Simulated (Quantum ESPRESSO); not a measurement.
# ZrC (Fm-3m) in Quantum ESPRESSO: equation of state

Aim: energy against volume of ZrC in PBEsol, for its equilibrium volume and stiffness.

Program: Quantum ESPRESSO 7.5. These are calculated values, not measurements. Logs are shortened: lines on timing, memory, paths and dates and some standing lists are left out, and cuts for length are marked.

## (1) The structure

It takes space group Fm-3m (No. 225, cubic). Conventional cell: a = 4.730 Å, b = 4.730 Å, c = 4.730 Å, α = 90.00°, β = 90.00°, γ = 90.00°. Zr (site symmetry m-3m) is surrounded by 6 C at 2.37 Å. C (site symmetry m-3m) is surrounded by 6 Zr at 2.37 Å.

## (2) Single point, PBEsol, 12.43 Å³/atom

Contents of pw.in:

```
&CONTROL
  calculation = 'scf'
  prefix = 'pwscf'
  outdir = './tmp'
  pseudo_dir = './pseudo'
  tprnfor = .true.
  tstress = .true.
  disk_io = 'nowf'
/
&SYSTEM
  ibrav = 0
  nat = 2
  ntyp = 2
  ecutwfc = 45
  ecutrho = 360
  nbnd = 14
  occupations = 'smearing'
  smearing = 'fd'
  degauss = 0.00367493
/
&ELECTRONS
  conv_thr = 4d-10
  electron_maxstep = 120
  mixing_beta = 0.5
/
ATOMIC_SPECIES
Zr    91.2240 zr_pbesol_v1.uspp.F.UPF
C     12.0110 c_pbesol_v1.2.uspp.F.UPF
CELL_PARAMETERS angstrom
   0.0000000000    2.3167211471    2.3167211471
   2.3167211471    0.0000000000    2.3167211471
   2.3167211471    2.3167211471    0.0000000000
ATOMIC_POSITIONS crystal
Zr     0.5000000000    0.5000000000    0.5000000000
C      0.0000000000    0.0000000000    0.0000000000
K_POINTS automatic
10 10 10 0 0 0
```

Potentials or basis: GBRV 1.5 PBEsol.

Run with:

```sh
OMP_NUM_THREADS=1 mpirun -n 2 pw.x -nk 2 -in pw.in > pw.out
```

pw.out:

```text
This program is part of the open-source Quantum ESPRESSO suite
     for quantum simulation of materials; please cite
         "P. Giannozzi et al., J. Phys.:Condens. Matter 21 395502 (2009);
         "P. Giannozzi et al., J. Phys.:Condens. Matter 29 465901 (2017);
         "P. Giannozzi et al., J. Chem. Phys. 152 154105 (2020);
     in publications or presentations arising from this work. More details at

     Message from routine setup:
     using ibrav=0 with symmetry is DISCOURAGED, use correct ibrav instead

     K-points division:     npool     =       2
     Subspace diagonalization in iterative solution of the eigenvalue problem:
     a serial algorithm will be used

     G-vector sticks info
     --------------------
     sticks:   dense  smooth     PW     G-vecs:    dense   smooth      PW
     Sum         955     475    151                19579     6855    1243

     Using Slab Decomposition

     bravais-lattice index     =            0
     lattice parameter (alat)  =       6.1914  a.u.
     unit-cell volume          =     167.8216 (a.u.)^3
     number of atoms/cell      =            2
     number of atomic types    =            2
     number of electrons       =        16.00
     number of Kohn-Sham states=           14
     kinetic-energy cutoff     =      45.0000  Ry
     charge density cutoff     =     360.0000  Ry
     scf convergence threshold =      4.0E-10
     mixing beta               =       0.5000
     number of iterations used =            8  plain     mixing
     Exchange-correlation= SLA  PW   PSX  PSC
                           (   1   4  10   8   0   0   0)

     celldm(1)=   6.191382  celldm(2)=   0.000000  celldm(3)=   0.000000
     celldm(4)=   0.000000  celldm(5)=   0.000000  celldm(6)=   0.000000

     crystal axes: (cart. coord. in units of alat)
               a(1) = (   0.000000   0.707107   0.707107 )
               a(2) = (   0.707107   0.000000   0.707107 )
               a(3) = (   0.707107   0.707107   0.000000 )

     reciprocal axes: (cart. coord. in units 2 pi/alat)
               b(1) = ( -0.707107  0.707107  0.707107 )
               b(2) = (  0.707107 -0.707107  0.707107 )
               b(3) = (  0.707107  0.707107 -0.707107 )

     PseudoPot. # 1 for Zr read from file:
     zr_pbesol_v1.uspp.F.UPF
     Pseudo is Ultrasoft + core correction, Zval = 12.0
     Generated by new atomic code, or converted to UPF format
     Using radial grid of  887 points,  6 beta functions with:
                l(1) =   0
                l(2) =   0
                l(3) =   1
                l(4) =   1
                l(5) =   2
                l(6) =   2
     Q(r) pseudized with  6 coefficients,  rinner =    1.200   1.200   1.200
                                                       1.200   1.200

     PseudoPot. # 2 for C  read from file:
     c_pbesol_v1.2.uspp.F.UPF
     Pseudo is Ultrasoft + core correction, Zval =  4.0
     Generated by new atomic code, or converted to UPF format
     Using radial grid of  721 points,  4 beta functions with:
                l(1) =   0
                l(2) =   0
                l(3) =   1
                l(4) =   1
     Q(r) pseudized with  8 coefficients,  rinner =    1.100   1.100   1.100

     atomic species   valence    mass     pseudopotential
     Zr               12.00    91.22400     Zr( 1.00)
     C                 4.00    12.01100     C ( 1.00)

     48 Sym. Ops., with inversion, found

   Cartesian axes

     site n.     atom                  positions (alat units)
         1        Zr     tau(   1) = (   0.7071068   0.7071068   0.7071068  )
         2        C      tau(   2) = (   0.0000000   0.0000000   0.0000000  )

     number of k points=    47  Fermi-Dirac smearing, width (Ry)=  0.0037
                       cart. coord. in units 2pi/alat
        k(    1) = (   0.0000000   0.0000000   0.0000000), wk =   0.0020000
        k(    2) = (   0.0707107   0.0707107  -0.0707107), wk =   0.0160000
        k(    3) = (   0.1414214   0.1414214  -0.1414214), wk =   0.0160000
        k(    4) = (   0.2121320   0.2121320  -0.2121320), wk =   0.0160000
        k(    5) = (   0.2828427   0.2828427  -0.2828427), wk =   0.0160000
        k(    6) = (  -0.3535534  -0.3535534   0.3535534), wk =   0.0080000
[... 39 lines left out ...]
        k(   46) = (  -0.0707107  -0.3535534   0.6363961), wk =   0.0480000
        k(   47) = (  -0.7071068   0.2828427   0.0000000), wk =   0.0240000

     Dense  grid:    19579 G-vectors     FFT dimensions: (  40,  40,  40)

     Smooth grid:     6855 G-vectors     FFT dimensions: (  27,  27,  27)

     Initial potential from superposition of free atoms

     starting charge      15.9980, renormalised to      16.0000

     negative rho (up, down):  5.893E-02 0.000E+00
     Starting wfcs are   17 randomized atomic wfcs

     Self-consistent Calculation

     iteration #  1     ecut=    45.00 Ry     beta= 0.50
     Davidson diagonalization with overlap
     ethr =  1.00E-02,  avg # of iterations =  2.7

     negative rho (up, down):  6.026E-02 0.000E+00

     total energy              =    -110.52700487 Ry
     estimated scf accuracy    <       0.55353142 Ry

     iteration #  2     ecut=    45.00 Ry     beta= 0.50
     Davidson diagonalization with overlap
     ethr =  3.46E-03,  avg # of iterations =  2.0

     negative rho (up, down):  6.057E-02 0.000E+00

     total energy              =    -110.69100375 Ry
     estimated scf accuracy    <       0.30604570 Ry

     iteration #  3     ecut=    45.00 Ry     beta= 0.50
     Davidson diagonalization with overlap
     ethr =  1.91E-03,  avg # of iterations =  1.2

     negative rho (up, down):  6.124E-02 0.000E+00

     total energy              =    -110.74144018 Ry
     estimated scf accuracy    <       0.00215449 Ry

     iteration #  4     ecut=    45.00 Ry     beta= 0.50
     Davidson diagonalization with overlap
     ethr =  1.35E-05,  avg # of iterations =  2.8
[... 37 lines left out ...]
     negative rho (up, down):  6.152E-02 0.000E+00

     total energy              =    -110.74180585 Ry
     estimated scf accuracy    <          4.0E-09 Ry

     iteration #  9     ecut=    45.00 Ry     beta= 0.50
     Davidson diagonalization with overlap
     ethr =  2.48E-11,  avg # of iterations =  2.6

     negative rho (up, down):  6.153E-02 0.000E+00

     total energy              =    -110.74180585 Ry
     estimated scf accuracy    <          1.4E-09 Ry

     iteration # 10     ecut=    45.00 Ry     beta= 0.50
     Davidson diagonalization with overlap
     ethr =  8.91E-12,  avg # of iterations =  2.0

     negative rho (up, down):  6.153E-02 0.000E+00

     End of self-consistent calculation

          k = 0.0000 0.0000 0.0000 (   869 PWs)   bands (ev):

   -32.1956  -9.9053  -9.9053  -9.9053   4.2000  16.5902  16.5902  16.5902
    16.7000  16.7000  16.7000  18.5582  18.5582  23.4251

          k = 0.0707 0.0707-0.0707 (   881 PWs)   bands (ev):

   -32.1838 -10.0104  -9.9142  -9.9142   4.4455  15.2247  15.5280  15.5280
    17.0983  17.0983  17.5700  19.7204  19.7204  23.8876

          k = 0.1414 0.1414-0.1414 (   872 PWs)   bands (ev):

   -32.1526 -10.2760  -9.9372  -9.9372   5.1163  13.5979  14.2864  14.2864
    17.7902  17.7902  18.1680  21.6972  21.6972  24.8280

          k = 0.2121 0.2121-0.2121 (   854 PWs)   bands (ev):

   -32.1138 -10.5874  -9.9655  -9.9655   6.0500  12.0441  13.3317  13.3317
    18.8000  18.8000  18.9015  23.7521  23.7521  25.0527

          k = 0.2828 0.2828-0.2828 (   847 PWs)   bands (ev):

   -32.0821 -10.8275  -9.9882  -9.9882   7.0217  10.7489  12.7418  12.7418
    19.8557  19.8557  20.0407  23.7346  25.5044  25.5044

          k =-0.3536-0.3536 0.3536 (   862 PWs)   bands (ev):

   -32.0700 -10.9168  -9.9968  -9.9968   7.5485  10.1241  12.5427  12.5427
    20.3619  20.3619  21.2360  22.2951  26.3265  26.3265

          k = 0.1414-0.0000 0.0000 (   881 PWs)   bands (ev):
[... 99 lines left out ...]
          k =-0.0000-0.4243 0.4243 (   859 PWs)   bands (ev):

   -32.0484 -10.6261 -10.4350 -10.0583   6.6447  11.4161  13.1175  13.2280
    19.3384  19.6690  20.6499  22.7061  25.7874  27.0527

          k = 0.5657-0.0000 0.0000 (   850 PWs)   bands (ev):

   -32.0448 -10.7015 -10.2084 -10.2084   5.5019  12.9992  13.8800  15.5816
    15.5816  20.1184  21.6143  21.6143  24.1149  27.2051

          k =-0.0707-0.6364 0.6364 (   850 PWs)   bands (ev):

   -32.0327 -10.7331 -10.2748 -10.2173   5.5230  13.3498  13.5622  15.2506
    15.9046  20.9178  21.5231  21.5835  24.2476  26.9295

          k = 0.0000-0.5657 0.5657 (   842 PWs)   bands (ev):

   -32.0301 -10.6750 -10.4033 -10.1833   5.8249  12.8832  13.4407  14.4280
    16.5981  21.0552  21.4288  22.5171  23.8900  27.8115

          k =-0.7071 0.0000 0.0000 (   846 PWs)   bands (ev):

   -32.0287 -10.7711 -10.2399 -10.2399   5.3535  13.6415  13.6744  15.7450
    15.7450  20.3238  21.6215  21.6215  24.2283  26.5927

          k = 0.2828 0.1414 0.0000 (   854 PWs)   bands (ev):

   -32.1279 -10.3602 -10.0620  -9.9667   5.5100  12.5346  14.1944  14.2569
    16.7886  19.3268  19.4952  20.5922  23.1278  26.0903

          k = 0.3536 0.2121-0.0707 (   854 PWs)   bands (ev):

   -32.0939 -10.5728 -10.1355  -9.9966   6.1632  11.7606  13.3333  13.7129
    17.4666  19.8604  20.5075  21.8862  24.3970  26.3973

          k =-0.2828-0.4243 0.5657 (   853 PWs)   bands (ev):

   -32.0663 -10.7478 -10.1714 -10.0349   6.7401  11.1313  12.9190  13.2399
    18.3901  20.3441  20.9296  23.4557  24.6025  26.4815

          k =-0.2121-0.3536 0.4950 (   852 PWs)   bands (ev):

   -32.0557 -10.8144 -10.1800 -10.0534   6.9811  10.8667  12.9285  12.9437
    19.3153  19.8899  21.0692  24.0510  25.3420  25.8285

          k = 0.4243 0.1414-0.0000 (   848 PWs)   bands (ev):

   -32.0812 -10.5596 -10.1717 -10.0843   5.9174  12.0087  13.8344  14.2731
    16.4305  20.3330  20.9484  21.4310  23.8404  27.5021

          k =-0.2121-0.4950 0.6364 (   852 PWs)   bands (ev):

   -32.0560 -10.6632 -10.2597 -10.1199   6.2046  11.9722  13.3112  13.7836
    17.2071  20.7904  21.2711  22.2443  24.5426  27.2848

          k =-0.1414-0.4243 0.5657 (   852 PWs)   bands (ev):
[... 9 lines left out ...]
          k = 0.0000-0.2828 0.4243 (   855 PWs)   bands (ev):

   -32.0664 -10.6290 -10.2907 -10.0371   6.4878  11.5143  13.1510  13.3581
    18.1913  20.5907  20.6498  22.0226  25.1245  26.8245

          k =-0.1414-0.5657 0.7071 (   858 PWs)   bands (ev):

   -32.0432 -10.6834 -10.2594 -10.2007   5.7496  12.8253  13.5491  14.5145
    16.4229  20.9693  21.4987  21.5800  24.3442  27.3733

          k =-0.0707-0.4950 0.6364 (   854 PWs)   bands (ev):

   -32.0325 -10.6609 -10.3762 -10.2079   5.9372  12.8371  13.3429  13.9364
    17.1753  20.6742  21.5497  22.4168  24.0477  27.8327

          k = 0.0000-0.4243 0.5657 (   849 PWs)   bands (ev):

   -32.0340 -10.5495 -10.5323 -10.1608   6.2614  12.2041  13.2783  13.5383
    18.1780  19.8960  21.3954  23.3059  23.9534  28.9392

          k =-0.7071 0.1414 0.0000 (   848 PWs)   bands (ev):

   -32.0286 -10.7223 -10.2926 -10.2500   5.5922  13.4399  13.5317  14.5631
    16.4983  21.2135  21.3650  21.6254  24.0977  27.3098

          k =-0.1414-0.4243 0.7071 (   856 PWs)   bands (ev):

   -32.0390 -10.6281 -10.3908 -10.1787   6.2302  12.2780  13.2652  13.4660
    18.1012  20.0463  21.4906  22.4557  24.5275  27.9210

          k =-0.0707-0.3536 0.6364 (   856 PWs)   bands (ev):

   -32.0324 -10.5808 -10.4641 -10.2124   6.2417  12.3789  13.2340  13.4233
    19.0015  19.0360  21.5509  23.4294  23.4686  28.6708

          k =-0.7071 0.2828 0.0000 (   862 PWs)   bands (ev):

   -32.0285 -10.5927 -10.4287 -10.2664   6.0422  13.1066  13.2457  13.3228
    18.1149  19.9111  21.6317  22.6508  23.5552  29.3056

     the Fermi energy is    15.6422 ev

!    total energy              =    -110.74180585 Ry
     estimated scf accuracy    <          1.3E-11 Ry
     smearing contrib. (-TS)   =      -0.00017968 Ry
     internal energy E=F+TS    =    -110.74162617 Ry

     The total energy is F=E-TS. E is the sum of the following terms:
     one-electron contribution =      -5.66158002 Ry
     hartree contribution      =      12.01815611 Ry
     xc contribution           =     -21.36975041 Ry
     ewald contribution        =     -95.72845186 Ry

     convergence has been achieved in  10 iterations

     negative rho (up, down):  6.153E-02 0.000E+00

     Forces acting on atoms (cartesian axes, Ry/au):

     atom    1 type  1   force =    -0.00000000    0.00000000    0.00000000
     atom    2 type  2   force =    -0.00000000   -0.00000000    0.00000000

     Total force =     0.000000     Total SCF correction =     0.000000

     Computing stress (Cartesian axis) and pressure

     negative rho (up, down):  6.153E-02 0.000E+00
          total   stress  (Ry/bohr**3)                   (kbar)     P=       54.99
   0.00037384   0.00000000   0.00000000           54.99        0.00        0.00
   0.00000000   0.00037384   0.00000000            0.00       54.99        0.00
   0.00000000   0.00000000   0.00037384            0.00        0.00       54.99

=------------------------------------------------------------------------------=
   JOB DONE.
=------------------------------------------------------------------------------=
```

Wall time 6 s (2 MPI ranks of Arm Neoverse V2, shared host); peak memory 0.16 GiB.

What came out:

```yaml
Free_energy: -1506.7190 eV
Pressure: 5.5 GPa
Band_gap_on_the_k_mesh: none (metal or under the smearing width)
```

## (3) Single point, PBEsol, 12.70 Å³/atom

pw.in, as its differences from that of step 2:

```diff
@@ -29,5 +29,5 @@
 CELL_PARAMETERS angstrom
-   0.0000000000    2.3167211471    2.3167211471
-   2.3167211471    0.0000000000    2.3167211471
-   2.3167211471    2.3167211471    0.0000000000
+   0.0000000000    2.3330366223    2.3330366223
+   2.3330366223    0.0000000000    2.3330366223
+   2.3330366223    2.3330366223    0.0000000000
 ATOMIC_POSITIONS crystal
```

Potentials or basis: GBRV 1.5 PBEsol.

Run with:

```sh
OMP_NUM_THREADS=1 mpirun -n 2 pw.x -nk 2 -in pw.in > pw.out
```

Wall time 6.1 s (2 MPI ranks of Arm Neoverse V2, shared host); peak memory 0.16 GiB.

It converged, with:

```yaml
Free_energy: -1506.7287 eV
Pressure: 0.3 GPa
Band_gap_on_the_k_mesh: none (metal or under the smearing width)
```

## (4) Single point, PBEsol, 12.96 Å³/atom

pw.in, as its differences from that of step 3:

```diff
@@ -29,5 +29,5 @@
 CELL_PARAMETERS angstrom
-   0.0000000000    2.3330366223    2.3330366223
-   2.3330366223    0.0000000000    2.3330366223
-   2.3330366223    2.3330366223    0.0000000000
+   0.0000000000    2.3491270385    2.3491270385
+   2.3491270385    0.0000000000    2.3491270385
+   2.3491270385    2.3491270385    0.0000000000
 ATOMIC_POSITIONS crystal
```

Run with:

```sh
OMP_NUM_THREADS=1 mpirun -n 2 pw.x -nk 2 -in pw.in > pw.out
```

It took 6.1 s on 2 MPI ranks of Arm Neoverse V2, shared host; peak memory 0.16 GiB.

The run converged. Its results:

```yaml
Free_energy: -1506.7221 eV
Pressure: -4.4 GPa
Band_gap_on_the_k_mesh: none (metal or under the smearing width)
```

## (5) Single point, PBEsol, 13.23 Å³/atom

pw.in, as its differences from that of step 4:

```diff
@@ -29,5 +29,5 @@
 CELL_PARAMETERS angstrom
-   0.0000000000    2.3491270385    2.3491270385
-   2.3491270385    0.0000000000    2.3491270385
-   2.3491270385    2.3491270385    0.0000000000
+   0.0000000000    2.3650000000    2.3650000000
+   2.3650000000    0.0000000000    2.3650000000
+   2.3650000000    2.3650000000    0.0000000000
 ATOMIC_POSITIONS crystal
```

Run with:

```sh
OMP_NUM_THREADS=1 mpirun -n 2 pw.x -nk 2 -in pw.in > pw.out
```

Wall time 6.6 s (2 MPI ranks of Arm Neoverse V2, shared host); peak memory 0.16 GiB.

It converged, with:

```
Free energy            : -1506.7008 eV
Pressure               : -8.6 GPa
Band gap on the k mesh : none (metal or under the smearing width)
```

## (6) Single point, PBEsol, 13.49 Å³/atom

pw.in, as its differences from that of step 5:

```diff
@@ -29,5 +29,5 @@
 CELL_PARAMETERS angstrom
-   0.0000000000    2.3650000000    2.3650000000
-   2.3650000000    0.0000000000    2.3650000000
-   2.3650000000    2.3650000000    0.0000000000
+   0.0000000000    2.3806627081    2.3806627081
+   2.3806627081    0.0000000000    2.3806627081
+   2.3806627081    2.3806627081    0.0000000000
 ATOMIC_POSITIONS crystal
```

Potentials or basis: GBRV 1.5 PBEsol.

Run with:

```sh
OMP_NUM_THREADS=1 mpirun -n 2 pw.x -nk 2 -in pw.in > pw.out
```

Wall time 6.7 s (2 MPI ranks of Arm Neoverse V2, shared host); peak memory 0.16 GiB.

It converged, with:

```
Free energy            : -1506.6662 eV
Pressure               : -12.4 GPa
Band gap on the k mesh : none (metal or under the smearing width)
```

## (7) Single point, PBEsol, 13.76 Å³/atom

pw.in, as its differences from that of step 6:

```diff
@@ -29,5 +29,5 @@
 CELL_PARAMETERS angstrom
-   0.0000000000    2.3806627081    2.3806627081
-   2.3806627081    0.0000000000    2.3806627081
-   2.3806627081    2.3806627081    0.0000000000
+   0.0000000000    2.3961219900    2.3961219900
+   2.3961219900    0.0000000000    2.3961219900
+   2.3961219900    2.3961219900    0.0000000000
 ATOMIC_POSITIONS crystal
```

Run with:

```sh
OMP_NUM_THREADS=1 mpirun -n 2 pw.x -nk 2 -in pw.in > pw.out
```

Wall time 6.6 s (2 MPI ranks of Arm Neoverse V2, shared host); peak memory 0.18 GiB.

The run converged. Its results:

| Item | Value |
| --- | --- |
| Free energy | -1506.6197 eV |
| Pressure | -15.8 GPa |
| Band gap on the k mesh | none (metal or under the smearing width) |

## (8) Single point, PBEsol, 14.02 Å³/atom

pw.in, as its differences from that of step 7:

```diff
@@ -29,5 +29,5 @@
 CELL_PARAMETERS angstrom
-   0.0000000000    2.3961219900    2.3961219900
-   2.3961219900    0.0000000000    2.3961219900
-   2.3961219900    2.3961219900    0.0000000000
+   0.0000000000    2.4113843250    2.4113843250
+   2.4113843250    0.0000000000    2.4113843250
+   2.4113843250    2.4113843250    0.0000000000
 ATOMIC_POSITIONS crystal
```

Run with:

```sh
OMP_NUM_THREADS=1 mpirun -n 2 pw.x -nk 2 -in pw.in > pw.out
```

Wall time 7.1 s (2 MPI ranks of Arm Neoverse V2, shared host); peak memory 0.18 GiB.

The run converged. Its results:

```
Free energy            : -1506.5625 eV
Pressure               : -18.9 GPa
Band gap on the k mesh : none (metal or under the smearing width)
```

## (9) Equation of state, PBEsol

Potentials or basis: GBRV 1.5 PBEsol.

No new run: the results of the series are fitted here.

What came out:

* Equilibrium volume: 12.72 Å³/atom
* Bulk modulus: 236 GPa
* Pressure derivative of the bulk modulus: 4.1

Energy against volume, from the lowest point:
| volume (Å³/atom) | energy (meV/atom) |
| --- | --- |
| 12.434 | 4.86 |
| 12.699 | 0.00 |
| 12.963 | 3.31 |
| 13.228 | 13.97 |
| 13.493 | 31.26 |
| 13.757 | 54.50 |
| 14.022 | 83.12 |
